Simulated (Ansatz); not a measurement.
## Bi2Se3 (Paraguanajuatite) in Ansatz: the effect of functional

Bi2Se3 (Paraguanajuatite):

```
CELL_PARAMETERS angstrom
2.07150 1.19598 9.54533
-2.07150 1.19598 9.54533
0.00000 -2.39196 9.54533
ATOMIC_POSITIONS crystal
Bi 0.59920 0.59920 0.59920
Bi 0.40080 0.40080 0.40080
Se 0.78830 0.78830 0.78830
Se 0.21170 0.21170 0.21170
Se 0.00000 0.00000 0.00000
```

Alike in all runs:

| Item | Value |
| --- | --- |
| Program | Ansatz 0.2.0 |
| Task | projected density of states |
| Potentials or basis | Ansatz PAW |
| k mesh | 8 × 8 × 8 |
| Occupations | fermi-dirac, width 0.05 eV |
| Spin | no spin polarisation |

Question: One run gave: gap on the mesh 0.49 eV; pressure 1.4 GPa; largest force 0.08 eV/Å. Which functional did it use?
A. r2SCAN
B. RPBE
C. BLYP
D. PBEsol
E. revPBE

Answer: A.

```csv
functional,cutoff,gap on the mesh (eV),pressure (GPa),largest force (eV/Å)
LDA,420 eV (not typed: the program's choice for these potentials),0.09,-1.8,0.12
PBE,420 eV (not typed: the program's choice for these potentials),0.22,2.5,0.16
PBEsol,420 eV (not typed: the program's choice for these potentials),0.14,-0.3,0.15
RPBE,420 eV (not typed: the program's choice for these potentials),0.29,4.2,0.16
revPBE,420 eV (not typed: the program's choice for these potentials),0.27,3.8,0.16
BLYP,420 eV (not typed: the program's choice for these potentials),0.27,6.3,0.31
r2SCAN,500 eV (not typed: the program's choice for these potentials),0.49,1.4,0.08
```

Caveats: spin-orbit coupling is left out, which as a rule narrows the gap of such compounds by several tenths of an eV; the density of states is complete only up to the lowest level of the last band computed; the PAW data sets come from PBE, with cores solved anew for the run's functional, which leaves a small shift of forces and pressure (some runs).

A k mesh can miss the band edges.
